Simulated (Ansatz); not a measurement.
ZnS: from supercell energies to defect levels (H interstitial)

These are results of Ansatz, DFT PBE, scalar-relativistic, plane waves, PAW, not measurements. Run with 420 eV cutoff, 2×2×2 k-mesh, shifted by half a step, Gaussian smearing of 0.01 eV, collinear spin in charge 0 alone.

Host crystal, relaxed:

```cif
data_structure
_symmetry_space_group_name_H-M 'P 1'
_symmetry_Int_Tables_number 1
_cell_length_a 3.8441
_cell_length_b 3.8441
_cell_length_c 6.3046
_cell_angle_alpha 90.000
_cell_angle_beta 90.000
_cell_angle_gamma 120.000
_cell_volume 80.68
loop_
_atom_site_label
_atom_site_type_symbol
_atom_site_fract_x
_atom_site_fract_y
_atom_site_fract_z
_atom_site_occupancy
Zn1 Zn 0.33333 0.66667 0.00027 1
Zn2 Zn 0.66667 0.33333 0.50027 1
S1 S 0.33333 0.66667 0.37473 1
S2 S 0.66667 0.33333 0.87473 1
```

The H interstitial was set at (0.000, 0.000, 0.429) of the host cell, in a supercell of 48 sites (968 Å³), relaxed at fixed cell in each charge q. In charges 0, -1 some atom moved by up to 1.1 Å, so the relaxed defect can differ in kind from the start: near the site, 3 S at 2.25 Å, 3 Zn at 2.27 Å became 3 Zn at 2.25 Å, 3 S at 2.71 Å, 3 S at 2.80 Å (charge 0); 3 Zn at 1.92 Å (charge -1). The host's Kohn–Sham gap is 2.08 eV and its static dielectric constant 9.2 (mean). For each charge: the supercell's free energy over the neutral one with q electrons exchanged at the valence band top, F(q) − F(0) + qE_v; the image-charge term; and the term that aligns the potential far from the defect with the host's.

| q | F(q) − F(0) + qE_v (eV) | image charge (eV) | alignment (eV) |
| --- | --- | --- | --- |
| +1 | -1.006 | 0.225 | -0.030 |
| 0 | 0.000 | 0.000 | 0.000 |
| -1 | 0.830 | 0.225 | -0.063 |

**Question.** Add the terms and find the levels between neighbouring charges, ε(q/q′) = [A(q′) − A(q)]/(q − q′), with and without the two corrections.

**Answer.** A(q): -0.812 eV for +1, 0.000 eV for 0, 0.992 eV for -1.
```json
{"level": "(+1/0)", "corrected (eV over E_v)": "0.81", "uncorrected (eV)": "1.01"}
{"level": "(0/-1)", "corrected (eV over E_v)": "0.99", "uncorrected (eV)": "0.83"}
```

As a check, a point charge in a simple cubic cell of this volume has q²αe²/(2εL) = 0.224 q² eV (e² = 14.40 eV Å, α = 2.837, L = 9.89 Å); the shape of the real cell and the anisotropy of ε can change it somewhat. The term grows as q², so it pushes donor levels down and acceptor levels up.

**Question.** Which of these charges is lowest with the Fermi level at the valence band top, at mid-gap and at the conduction band bottom?

**Answer.** The line A(q) + qE_F that lies lowest gives the charge: +1 at E_F = 0.00 eV, -1 at E_F = 1.04 eV, -1 at E_F = 2.08 eV. Charges beyond those computed could lie lower near the band edges.

**Question.** The neutral defect forms at 2.30 eV with atoms taken from and returned to the elements. What are the formation energies at those three Fermi levels, and what share of sites would hold the defect at 1200 K with E_F at mid-gap, if the host still stood at that temperature?

**Answer.** E_f = E_f(0) + A(q) + qE_F = 1.49, 2.25, 1.21 eV. In the dilute limit the share is exp(−E_f/k_BT) = exp(−2.249/0.1034) = 3.6×10⁻¹⁰, leaving out degeneracy and vibrational entropy. This is the H-rich limit; a poorer supply of H, or a competing compound of it, raises E_f. The small cell and the narrow Kohn–Sham gap leave errors of tenths of an eV or more, which change the share by orders of magnitude.